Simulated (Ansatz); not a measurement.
# Residual resistivity of an alloy: W(100) with 4 layers of random W-Cu, 2x2

Wanted: resistance against the alloy's length, first W(100) with 4 layers of random W-Cu, 2x2.

Main program and level: Ansatz 0.2.0; Ansatz plane-wave DFT, PBE, PAW files; ballistic transport by layer matching (Landauer), zero bias; PAW set soft_1.

This is a report of a sequence of runs, with most program output left out.

**1. The structure**

The cell holds 56 atoms: 48 W and 8 Cu. Its edges and angles: a = 6.330 Å, b = 6.330 Å, c = 22.154 Å, α = 90.0°, β = 90.0°, γ = 90.0°. It derives from W. Regions: lead, 40 atoms (40 W); scattering region, 16 atoms (8 Cu and 8 W). The structure is stacked along c, and the current runs across the ab planes.

**2. With 4 alloy layers**

In 4 layers a share of 0.5 of the sites is given to Cu at random. The layers about the cell's end stay perfect and serve as the lead. Disorder leaves little or no symmetry, which makes such runs dear. Energies from -0.05 to 0.05 eV in steps of 0.05 eV are too few for the program's thermal sum, so it prints no conductance; for a metal the transmission near the Fermi level serves, at a fraction of the cost.

The input, input.yaml:

```yaml
crystal:
  lattice:
    - [6.3296, 0.0, 0.0]
    - [0.0, 6.3296, 0.0]
    - [0.0, 0.0, 22.1536]
  atoms:
    - { symbol: W, position: [0.0, 0.0, 0.0357142857] }
    - { symbol: W, position: [0.0, 0.5, 0.0357142857] }
    - { symbol: W, position: [0.5, 0.0, 0.0357142857] }
    - { symbol: W, position: [0.5, 0.5, 0.0357142857] }
    - { symbol: W, position: [0.25, 0.25, 0.1071428571] }
    - { symbol: W, position: [0.25, 0.75, 0.1071428571] }
    - { symbol: W, position: [0.75, 0.25, 0.1071428571] }
    - { symbol: W, position: [0.75, 0.75, 0.1071428571] }
[... 44 atom lines left out ...]
    - { symbol: W, position: [0.25, 0.25, 0.9642857143] }
    - { symbol: W, position: [0.25, 0.75, 0.9642857143] }
    - { symbol: W, position: [0.75, 0.25, 0.9642857143] }
    - { symbol: W, position: [0.75, 0.75, 0.9642857143] }
kpoints:
  mp_grid: { grid: [4, 4, 1] }
hamiltonian:
  xc: pbe
  pseudopotentials: { kind: paw, azcp: { folder: soft_1 } }
scf:
  occupations: { method: fermi_dirac, width: 0.1 }
output:
  transmission: { leads: [[0, 4]], kmesh: [8, 8], e_range: [-0.05, 0.05], de: 0.05 }
  write_potential: true
  write_density: true
  volumetric_format: npy
```

Run with:

```console
ansatz run input.yaml --threads 4 --pin off --max-ram 15360MiB --backend cpu --events-out ev --progress --plain --runs-dir out
```

Wall time 12 min (4 threads of Arm Neoverse V1, shared host); peak memory 7.9 GiB.

This step gave:

```yaml
free_energy: -551516.7068 eV
energy_at_zero_smearing: -551516.1840 eV
fermi_energy: 20.76 eV
cell_area: 40.06 Å²
transmission_per_spin_nearest_the_fermi_level: 1.535
open_channels_per_spin_nearest_the_fermi_level: 5.281
step_of_the_lead_s_potential: 53.3 meV
```

Per spin. Transmission, zone mean against energy, zero at the Fermi level:

| energy (eV) | transmission, zone mean |
| --- | --- |
| -0.0500 | 1.60 |
| 0.0000 | 1.53 |
| 0.0500 | 1.45 |

Per spin. Table of open channels, zone mean, lead by energy, zero at the Fermi level:

```
energy (eV)  open channels, zone mean, lead
    -0.0500                            4.91
     0.0000                            5.28
     0.0500                            5.78
```

Transmission over k1 and k2. At 0.0000 eV from the Fermi level.

Values, 8 rows by 8 columns:
```
0.02 0.02 0.81 1.24 0.88 0.99 1.16 0.00
0.94 0.81 0.44 1.64 2.11 1.35 0.97 1.16
1.21 1.24 1.64 4.60 5.18 4.73 1.35 0.99
0.77 0.88 2.11 5.18 5.14 5.18 2.11 0.88
1.21 0.99 1.35 4.73 5.18 4.60 1.64 1.24
0.94 1.16 0.97 1.35 2.11 1.64 0.44 0.81
0.02 0.00 1.16 0.99 0.88 1.24 0.81 0.02
0.00 0.02 0.94 1.21 0.77 1.21 0.94 0.02
```
Columns: k1 (b1) from -0.5 to 0.375; rows upwards: k2 (b2) from -0.5 to 0.375.

Open channels over k1 and k2. At 0.0000 eV from the Fermi level.

Ten even steps from '_' (0.0) to '@' (14.0):
```
..__::::--::::__
..::..++++++..::
::::++@@@@@@++::
::--++@@@@@@++--
::::++@@@@@@++::
..::..++++++..::
..__::::--::::__
__....::::::....
```
Columns: k1 (b1) from -0.5 to 0.375; rows upwards: k2 (b2) from -0.5 to 0.375.

Over the solved energies the transmission per spin lies between 1.45 and 1.60, out of 5.32 channels of the lead on average (up to 5.78). The log calls the step of a lead's potential too much.

**3. With 8 alloy layers**

In 8 layers a share of 0.5 of the sites is given to Cu at random. A fresh draw is used; the growth of the resistance with length is what counts.

System of this step: W(100) with 8 layers of random W-Cu, 2x2. The cell holds 72 atoms: 56 W and 16 Cu. Its edges and angles: a = 6.330 Å, b = 6.330 Å, c = 28.483 Å, α = 90.0°, β = 90.0°, γ = 90.0°. It derives from W. Regions: lead, 40 atoms (40 W); scattering region, 32 atoms (16 W and 16 Cu). The structure is stacked along c, and the current runs across the ab planes.

The input, input.yaml:

```yaml
crystal:
  lattice:
    - [6.3296, 0.0, 0.0]
    - [0.0, 6.3296, 0.0]
    - [0.0, 0.0, 28.4832]
  atoms:
    - { symbol: W, position: [0.0, 0.0, 0.0277777778] }
    - { symbol: W, position: [0.0, 0.5, 0.0277777778] }
    - { symbol: W, position: [0.5, 0.0, 0.0277777778] }
    - { symbol: W, position: [0.5, 0.5, 0.0277777778] }
    - { symbol: W, position: [0.25, 0.25, 0.0833333333] }
    - { symbol: W, position: [0.25, 0.75, 0.0833333333] }
    - { symbol: W, position: [0.75, 0.25, 0.0833333333] }
    - { symbol: W, position: [0.75, 0.75, 0.0833333333] }
[... 60 atom lines left out ...]
    - { symbol: W, position: [0.25, 0.25, 0.9722222222] }
    - { symbol: W, position: [0.25, 0.75, 0.9722222222] }
    - { symbol: W, position: [0.75, 0.25, 0.9722222222] }
    - { symbol: W, position: [0.75, 0.75, 0.9722222222] }
kpoints:
  mp_grid: { grid: [4, 4, 1] }
hamiltonian:
  xc: pbe
  pseudopotentials: { kind: paw, azcp: { folder: soft_1 } }
scf:
  occupations: { method: fermi_dirac, width: 0.1 }
output:
  transmission: { leads: [[0, 4]], kmesh: [8, 8], e_range: [-0.05, 0.05], de: 0.05 }
  write_potential: true
  write_density: true
  volumetric_format: npy
```

Wall time 28 min (4 threads); peak memory 8.5 GiB; 1.6 h of CPU time.

Numbers from this step:

```yaml
free_energy: -687598.8759 eV
energy_at_zero_smearing: -687598.1428 eV
fermi_energy: 19.87 eV
transmission_per_spin_nearest_the_fermi_level: 1.179
step_of_the_lead_s_potential: 41.5 meV
```

Per spin. Table of transmission, zone mean by energy, zero at the Fermi level:

| energy (eV) | transmission, zone mean |
| --- | --- |
| -0.0500 | 1.25 |
| 0.0000 | 1.18 |
| 0.0500 | 1.28 |

Over the solved energies the transmission per spin lies between 1.18 and 1.28, out of 5.35 channels of the lead on average (up to 5.78). The log calls the step of a lead's potential too much.

**4. With 12 alloy layers**

In 12 layers a share of 0.5 of the sites is given to Cu at random. A fresh draw is used; the growth of the resistance with length is what counts.

System of this step: W(100) with 12 layers of random W-Cu, 2x2. The cell holds 88 atoms: 64 W and 24 Cu. Its edges and angles: a = 6.330 Å, b = 6.330 Å, c = 34.813 Å, α = 90.0°, β = 90.0°, γ = 90.0°. It derives from W. Regions: lead, 40 atoms (40 W); scattering region, 48 atoms (24 Cu and 24 W). The structure is stacked along c, and the current runs across the ab planes.

The input, input.yaml:

```yaml
crystal:
  lattice:
    - [6.3296, 0.0, 0.0]
    - [0.0, 6.3296, 0.0]
    - [0.0, 0.0, 34.8128]
  atoms:
    - { symbol: W, position: [0.0, 0.0, 0.0227272727] }
    - { symbol: W, position: [0.0, 0.5, 0.0227272727] }
    - { symbol: W, position: [0.5, 0.0, 0.0227272727] }
    - { symbol: W, position: [0.5, 0.5, 0.0227272727] }
    - { symbol: W, position: [0.25, 0.25, 0.0681818182] }
    - { symbol: W, position: [0.25, 0.75, 0.0681818182] }
    - { symbol: W, position: [0.75, 0.25, 0.0681818182] }
    - { symbol: W, position: [0.75, 0.75, 0.0681818182] }
[... 76 atom lines left out ...]
    - { symbol: W, position: [0.25, 0.25, 0.9772727273] }
    - { symbol: W, position: [0.25, 0.75, 0.9772727273] }
    - { symbol: W, position: [0.75, 0.25, 0.9772727273] }
    - { symbol: W, position: [0.75, 0.75, 0.9772727273] }
kpoints:
  mp_grid: { grid: [4, 4, 1] }
hamiltonian:
  xc: pbe
  pseudopotentials: { kind: paw, azcp: { folder: soft_1 } }
scf:
  occupations: { method: fermi_dirac, width: 0.1 }
output:
  transmission: { leads: [[0, 4]], kmesh: [8, 8], e_range: [-0.05, 0.05], de: 0.05 }
  write_potential: true
  write_density: true
  volumetric_format: npy
```

Wall time 39 min (4 threads); peak memory 9.1 GiB.

Numbers from this step:

| Quantity | Value |
| --- | --- |
| free energy | -823679.9194 eV |
| energy at zero smearing | -823678.9568 eV |
| Fermi energy | 19.29 eV |
| transmission per spin nearest the Fermi level | 0.7425 |
| step of the lead's potential | 25.7 meV |

Per spin. The transmission, zone mean by energy, zero at the Fermi level:

```
energy (eV)  transmission, zone mean
    -0.0500                    0.779
     0.0000                    0.742
     0.0500                    0.828
```

Over the solved energies the transmission per spin lies between 0.742 and 0.828, out of 5.32 channels of the lead on average (up to 5.78). The log calls the step of a lead's potential too much.

**5. The fit**

This step: Ansatz plane-wave DFT, PBE, PAW files; ballistic transport by layer matching (Landauer), zero bias; residual resistivity from the slope of the area resistance, atoms on the host's lattice; PAW set soft_1 (Ansatz 0.2.0).

This step gave:

* resistivity: 254.1 µΩ cm
* intercept: 0.5373 fΩ m²
* scatter about the fit: 0.3769 fΩ m²

Resistance, by row:

```csv
run,length (Å),T,channels N,RA (fΩ m²)
n4,6.33,1.528,5.323,2.412
n8,12.66,1.235,5.354,3.221
n12,18.99,0.7834,5.323,5.629
```

Area resistance against length of the alloy:

| length of the alloy (Å) | area resistance (fΩ m²) |
| --- | --- |
| 6.33 | 2.41 |
| 12.66 | 3.22 |
| 18.99 | 5.63 |

The area resistance goes from 2.4 to 5.6 fΩ m² between 6.3 and 19.0 Å, a slope of 254 µΩ cm.

By hand from the end points: (5.629 − 2.412) fΩ m² / (18.99 − 6.33) Å = 254 µΩ cm, since 1 fΩ m² per Å is 1000 µΩ cm.

**6. Summary of results**

```yaml
resistivity_from_the_slope: 254 µΩ cm
area_resistance_over_6p33_a: 2.41 fΩ m²
area_resistance_over_12p7_a: 3.22 fΩ m²
area_resistance_over_19p0_a: 5.63 fΩ m²
```

The slope gives 254 µΩ cm. The points scatter by 0.38 fΩ m² about the line, with one random draw a length in a 2x2 cell, so the slope is a rough value. Read with a model of isotropic scattering on a spherical Fermi surface and the lead's 1.0×10¹⁵ S/m², this slope means a mean free path near 2.9 Å (a rough figure, since the alloy's own channel count differs); over these lengths the model's slope is within 3 % of its bulk resistivity, though a free path of a few ångströms strains the picture. The atoms sit on the host's lattice, so scattering by size misfit is left out. With 50 % of Cu, whose own structure is another, this is a hypothetical phase. Spin-orbit coupling is left out, which matters for W. A lead's potential steps by up to 53 meV from period to period, which the log calls too much, so longer leads could move the result.

[Logs are printed without paths, hosts, clocks, repeated set-up lines and the standing remarks that a program may print on its own settings, such as how far it seeks lower states.]

[Hosts, paths, dates, database ids (printed as entryN), source tags and the programs' standing remarks are cut or masked in the printed files.]
